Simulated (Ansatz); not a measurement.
Frontier orbitals of `C1[C@H]2C[C@@H]12`.

The species carries charge 0 and has multiplicity 1. The structure was optimised at the PBE0-D4/def2-TZVP level. Basis def2-TZVPP, Ansatz.

| functional | HOMO (eV) | LUMO (eV) | gap (eV) |
| --- | --- | --- | --- |
| PBE | -5.84 | 0.95 | 6.79 |
| revPBE | -5.79 | 0.99 | 6.78 |
| PBE0 | -7.02 | 1.80 | 8.82 |
| r2SCAN0 | -7.14 | 2.37 | 9.51 |
| HSE06 (plane-wave form) | -6.62 | 1.43 | 8.05 |
| ωB97X-V | -9.37 | 3.72 | 13.09 |
| ωB97M-V | -9.28 | 3.29 | 12.57 |
| HF | -9.70 | 4.45 | 14.15 |

(1) What is the vertical ionisation energy at frozen-core CCSD(T)/CBS(def2)? (An estimate is asked.)

Answers

(1) Computed: 9.50 eV (T1 of the cation 0.018).

A quarter of exact exchange (PBE0) shifts PBE's HOMO by −1.18 eV and its LUMO by +0.84 eV; full exchange at long range (ωB97M-V) shifts them by −3.44 and +2.34 eV. The gap opens from 6.79 to 12.57 eV, since occupied levels lose self-interaction and empty ones feel all the electrons. A positive LUMO is unbound and depends on the basis. −ε(HOMO) differs from that ionisation energy by −3.66 eV with PBE and −0.22 eV with ωB97M-V.
